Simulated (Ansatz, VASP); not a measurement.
# Two plane-wave programs on KI

```xyz
2
Lattice="0.0000 3.5793 3.5793 3.5793 0.0000 3.5793 3.5793 3.5793 0.0000" Properties=species:S:1:pos:R:3 pbc="T T T"
I     3.5793    3.5793    3.5793
K     0.0000    0.0000    0.0000
```

Change from the starting cell: volume scaled by 1.04.

Alike in both runs: task single point; functional PBE; k mesh 7 × 7 × 7; occupations fermi-dirac, width 0.05 eV; no spin polarisation.

|  | VASP | Ansatz |
| --- | --- | --- |
| version | VASP 6.6.1 | Ansatz 0.2.0 |
| potentials or method | VASP PAW PBE potentials, release 64 (I, K_sv) | Ansatz PAW |
| plane-wave cutoff (eV) | 520 | 420 |
| valence electrons in the cell | 16 | 26 |

|  | VASP | Ansatz | Ansatz less VASP |
| --- | --- | --- | --- |
| gap on the k mesh at the Fermi level (eV) | 3.87 | 3.88 | +0.004 |
| least direct gap on the mesh (eV) | 3.87 | 3.88 | +0.004 |
| pressure (GPa) | 0.1 | 0.1 | -0.02 |

The two sets of potentials don't hold the same shells in valence.

Caveats: spin-orbit coupling is left out, which moves the levels of the heavy elements; an odd mesh through Γ misses points on the zone boundary, where band edges often lie (VASP); odd divisions of the mesh miss points on the zone boundary, where band edges often lie, so the gap on the mesh can be too wide (Ansatz).
